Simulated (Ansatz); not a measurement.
**Will it converge? TaC**

System: TaC, a measured crystal structure (space group Fm-3m); the cell holds 2 atoms. Source: COD entry 9008731; it may be a high-temperature, high-pressure or metastable form.

```
CELL_PARAMETERS angstrom
0.00000 2.22700 2.22700
2.22700 0.00000 2.22700
2.22700 2.22700 0.00000
ATOMIC_POSITIONS crystal
Ta 0.00000 0.00000 0.00000
C 0.50000 0.50000 0.50000
```

Numbers behind element symbols give the atom's place in this list.

Theory: DFT, PBE, PAW, plane waves, scalar-relativistic in Ansatz development build ahead of 0.2.0.

* Plane-wave cutoff: 420 eV
* k-point mesh: 12×12×12 (Γ-centred)
* Occupations: Fermi–Dirac smearing, 0.1 eV
* Spin: off

The starting density is a sum of atomic densities corrected by a trained network, so it is already close to self-consistency.

Default run: converged in 6 iterations, with no gap on the k-mesh. The search for lower states is off, and runs that name a mixer don't switch to direct minimisation.

Question: Outcome with Broyden, β 0.3, history 4, no preconditioner (limit 100 iterations)?

Answer: Converged in 6 iterations: the same free energy.

Question: What happens with iteration limit 8?

Answer: Converged in 5 iterations: the same free energy.

Question: Outcome with linear mixing, β 0.2, Kerker (limit 100 iterations)?

Answer: Converged in 26 iterations: the same free energy.

Question: Rank these settings by the iterations they needed, fewest first.
A. linear mixing, β 0.2, Kerker
B. Broyden, β 0.3, history 4, no preconditioner
C. iteration limit 8

Answer: C (5), B (6), A (26).
